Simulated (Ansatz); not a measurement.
# Te2Pt (Moncheite) (P-3m1) in Ansatz: notebook

Runs on Te2Pt (Moncheite). Level: PBE. Tasks: single point.

All numbers are computed with Ansatz 0.2.0; they aren't measurements. Logs are shortened: lines on timing, memory, paths and dates and some standing lists are left out, and cuts for length are marked.

**1. Starting point**

The structure is trigonal, space group P-3m1 (No. 164). The conventional cell has a = 4.010 Å, b = 4.010 Å, c = 5.201 Å, α = 90.00°, β = 90.00°, γ = 120.00°. Around Pt (site symmetry -3m) lie 6 Te at 2.66 Å. Around Te (site symmetry 3m) lie 3 Pt at 2.66 Å.

**2. Single point, PBE**

Contents of input.yaml:

```yaml
crystal:
  lattice:
    - [4.01, 0.0, 0.0]
    - [-2.005, 3.4727618692, 0.0]
    - [0.0, 0.0, 5.201]
  atoms:
    - { symbol: Pt, position: [0.0, 0.0, 0.0] }
    - { symbol: Te, position: [0.6666666667, 0.3333333333, 0.75] }
    - { symbol: Te, position: [0.3333333333, 0.6666666667, 0.25] }
hamiltonian:
  xc: pbe
  pseudopotentials: { kind: paw }
kpoints:
  mp_grid: { grid: [8, 8, 5] }
scf:
  occupations: { method: gaussian, width: 0.022 }
output:
  forces: true
  stress: true
  eigenvalues: true
```

Potentials or basis: Ansatz PAW.

Run with:

```sh
> ansatz run input.yaml --threads 2 --pin off --max-ram 5632MiB --backend cpu --events-out ev --progress --plain --runs-dir out
```

The program printed:

```text
Warning: RAYON_NUM_THREADS=2 ignored (pool sized by the plan → 2); use --threads N
Engine: ansatz 0.2.0, aarch64-unknown-linux-gnu
Pseudopotentials: kind: paw
Pseudopotential: Pt, paw, valence charge 18, recommended cutoff 420 eV (normal), Pt.paw.azcp
Pseudopotential: Te, paw, valence charge 16, recommended cutoff 420 eV (normal), Te.paw.azcp
Functional definition: PBE
  parameter kappa = 0.804
  parameter beta = 0.06672455060314922
  exchange = pbe_x(kappa = kappa, mu = beta*pi^2/3)
  correlation = pbe_c(beta = beta)
Crystal: 3 atoms, lattice volume = 72.428 Å³
Basis set: ecut = 420 eV, 1409 PW (Γ), exchange–correlation on 54×54×72 points (8 copies of the dense FFT grid, shifted against one another)
Bands: 30, of which v1, the nominal top of the filled ones, is band 25 counted from 1 (24 counted from 0)
Symmetry: 12 space group operations
Space group: P-3m1 (ITA 164), of the structure as read, at distance tolerance 4.2e-5 Å
k-points: 40 of 320
Non-local potential: Pt, projectors of the file, l = 0: 3, l = 1: 2, l = 2: 2, l = 3: 1
Non-local potential: Te, projectors of the file, l = 0: 2, l = 1: 2, l = 2: 2, l = 3: 2
PAW form: soft (Blöchl's): semilocal exchange-correlation on the pseudo side does not see the compensation charge
PAW one-centre angular grid: Pt, 590 points (default); XC on 64 Gauss nodes
PAW one-centre angular grid: Te, 590 points (default); XC on 64 Gauss nodes
Initial density: superposition of atomic densities (neutral atoms: chi_scale 0, normalization atom), corrected by the library's trained network
Initial wavefunctions: pseudopotential atomic-orbital guess
Functional: x = pbe(κ = 0.804, μ = 0.2195149727645171), c = pbe(β = 0.06672455060314922)
SCF iter   1: F=—  HF=-26483.945075 eV  |F-HF|=—  |Δ(HF+E_count)|=         —  Δρ=2.28e-3  dr2=4.59e-3  ethr=1.77e-3  ⟨swp⟩=6.8  Hψ=5340  notcnv=0
preconditioner: auto → LDOS  [insulator: Δε(μ)=0.039 eV  Ē_g=9.188 eV  σ=0.022 eV  W_gap=0.60  n_scr=22 (ndim 8)  ℏωp=20.5 eV  f_vac=0.015  D(μ)=1.81/eV (n_scr^D=8)  ε∞_Penn≈6.0  β→1.0]
SCF iter   2: F=—  HF=-26483.945865 eV  |F-HF|=—  |Δ(HF+E_count)|=   7.91e-4  Δρ=1.68e-3  dr2=3.27e-3  ethr=9.18e-6  ⟨swp⟩=3.0  Hψ=2756  notcnv=0  defer=33
SCF iter   3: F=—  HF=-26483.944877 eV  |F-HF|=—  |Δ(HF+E_count)|=   9.88e-4  Δρ=3.07e-4  dr2=7.88e-5  ethr=6.54e-6  ⟨swp⟩=2.0  Hψ=2174  notcnv=0  defer=33
SCF iter   4: F=—  HF=-26483.944871 eV  |F-HF|=—  |Δ(HF+E_count)|=   5.79e-6  Δρ=5.51e-5  dr2=1.81e-6  ethr=1.58e-7  ⟨swp⟩=2.0  Hψ=2005  notcnv=0  defer=33
iter 5 did not close the SCF: its close was put off for the readings that it lacked (scf_convergence_deferred on its scf_iter line)
SCF iter   5: F=-26483.944874 eV  HF=-26483.944874 eV  |F-HF|=9.53e-8  |Δ(HF+E_count)|=   2.69e-6  Δρ=1.22e-5  dr2=6.89e-8  ethr=3.61e-9  ⟨swp⟩=3.0  Hψ=2105  notcnv=0  defer=33
SCF iter   6: F=-26483.944874 eV  HF=-26483.944874 eV  |F-HF|=1.58e-9  |Δ(HF+E_count)|=   1.07e-7  Δρ=2.85e-6  dr2=6.64e-9  ethr=1.38e-10  ⟨swp⟩=6.1  Hψ=5115  notcnv=0
SCF 1 converged in 6 iterations: F = -26483.944874 eV  dr2 = 6.64e-9
SCF converged after 6 iterations
Free energy (F): -26483.944874 eV
Harris-Foulkes:  -26483.944874 eV  (|F-HF|=1.58e-9)
Internal energy: -26483.944441 eV  (E = F + TS)
E sigma→0 (E₀):  -26483.944657 eV
Entropy (-TS):   -0.000433 eV (-0.144 meV/atom)
Fermi energy:    14.259856 eV
--- Per-component energies (eV) ---
  E_band       = -688.791150
  E_kinetic    = 1004.285726
  E_local      = -4539.483695  (includes V_loc(G=0)·N_el)
  E_nonlocal   = -421.429724
  E_hartree    = 2416.184511
  E_xc         = -513.082910
  E_vxc        = -514.837026  (∫ρ·V_xc dr)
  E_paw        = -18779.446704  (= ΣΔE_a)
  E_vpaw       = -1049.691012  (= ΣTr[D̂ρ^β])
  E_aug_tail   = -0.000137  (compensation charges beyond the density's cutoff)
  E_ewald      = -5650.971506
  E_smearing   = -0.000433  (= −TS)
  E_closure    = 0.000000  (closes the sum)
  Σ components = -26483.944874   (vs F -26483.944874, Δ=0.00e0)
--- Forces (eV/Å), atoms counted from 1 ---
  atom   1  Pt    -0.00000000    -0.00000000     0.00000000
  atom   2  Te    -0.00000000    -0.00000000    -0.97333753
  atom   3  Te     0.00000000     0.00000000     0.97333753
  max |Σ_I F_I| component: 1.11e-16 eV/Å
--- Stress (GPa, compression-positive) ---
        9.250942      -0.000000      -0.000000
        0.000000       9.250942       0.000000
       -0.000000       0.000000       7.671069
  P = ⅓ Tr σ = 8.7243 GPa (87.243 kbar)
--- Band table (eV; the first three rows and the last of 40) ---
  k-point 0: bands = ["-85.2114", "-39.4990", "-39.4990", "-39.3713", "-23.5248", "-23.5248", "-23.5111", "-23.5072", "-23.5072", "-23.5072", "-23.5066", "-23.5066", "-23.4975", "-23.4975", "-0.1939", "3.3684", "7.1975", "8.0177", "8.0177", "10.0968", "10.0968", "11.3717", "13.5400", "13.5400", "15.2924", "15.2924", "15.4819", "16.8332", "18.5263", "19.9919"]
  k-point 1: bands = ["-85.2114", "-39.4990", "-39.4990", "-39.3713", "-23.5231", "-23.5231", "-23.5107", "-23.5089", "-23.5089", "-23.5076", "-23.5069", "-23.5069", "-23.4972", "-23.4972", "-0.0226", "2.7967", "7.9250", "8.0440", "8.0440", "10.0844", "10.0844", "11.4309", "13.3028", "13.3028", "14.5917", "15.6687", "15.6687", "17.1129", "19.1340", "19.7429"]
  k-point 2: bands = ["-85.2114", "-39.4990", "-39.4990", "-39.3713", "-23.5190", "-23.5190", "-23.5128", "-23.5128", "-23.5098", "-23.5084", "-23.5076", "-23.5076", "-23.4968", "-23.4968", "0.3971", "1.9030", "8.0876", "8.0876", "9.0914", "10.0662", "10.0662", "11.6749", "13.0012", "13.0012", "13.1120", "16.2901", "16.2901", "17.9333", "19.2320", "19.2320"]
  k-point 39: bands = ["-85.2113", "-39.5019", "-39.5010", "-39.3710", "-23.5195", "-23.5185", "-23.5169", "-23.5103", "-23.5073", "-23.5061", "-23.5047", "-23.5002", "-23.4994", "-23.4983", "2.1293", "2.2612", "7.3218", "7.9110", "8.3500", "9.4955", "9.9261", "10.3114", "10.4714", "11.2991", "11.5975", "15.8877", "16.4865", "19.2880", "20.3838", "21.2057"]
```

Wall time 2.3 s (2 threads of Arm Neoverse V2, shared host); peak memory 0.38 GiB.

Results:

```yaml
Free_energy: -26483.9449 eV
Pressure: 8.7 GPa
Largest_force: 0.973 eV/Å
Band_gap_on_the_k_mesh: none (metal or under the smearing width)
```

Forces on the atoms (eV/Å):
```
Pt   0.000  0.000  0.000
Te   0.000  0.000 -0.973
Te   0.000  0.000  0.973
```

**3. Single point, PBE**

input.yaml: that of step 2 with these lines changed.

```diff
@@ -15,3 +15,3 @@
 scf:
-  occupations: { method: gaussian, width: 0.022 }
+  occupations: { method: gaussian, width: 0.023 }
 output:
```

Potentials or basis: Ansatz PAW.

Run with:

```sh
> ansatz run input.yaml --threads 2 --pin off --max-ram 5632MiB --backend cpu --events-out ev --progress --plain --runs-dir out
```

It took 2.3 s on 2 threads of Arm Neoverse V2, shared host; peak memory 0.38 GiB.

It converged, with:

| Property | Result |
| --- | --- |
| Free energy | -26483.9449 eV |
| Pressure | 8.7 GPa |
| Largest force | 0.973 eV/Å |
| Band gap on the k mesh | none (metal or under the smearing width) |

Forces in eV/Å, atoms in the order of the input:
```
Pt   0.000  0.000  0.000
Te   0.000  0.000 -0.973
Te   0.000  0.000  0.973
```

Stress tensor (GPa, compression positive):
```
9.25 0.00 0.00
0.00 9.25 0.00
0.00 0.00 7.67
```

Levels at points of the mesh, in eV from the Fermi level:
```tsv
k point	band 22	band 23	band 24	band 25	band 26	band 27	band 28	band 29
(0.00, 0.00, 0.00)	-2.89	-0.72	-0.72	1.03	1.03	1.22	2.57	4.27
(0.00, -0.50, 0.00)	-3.83	-3.72	-3.63	-3.06	0.11	2.48	3.57	5.19
```

Spin-orbit coupling is left out, which matters for the levels of Pt, Te.
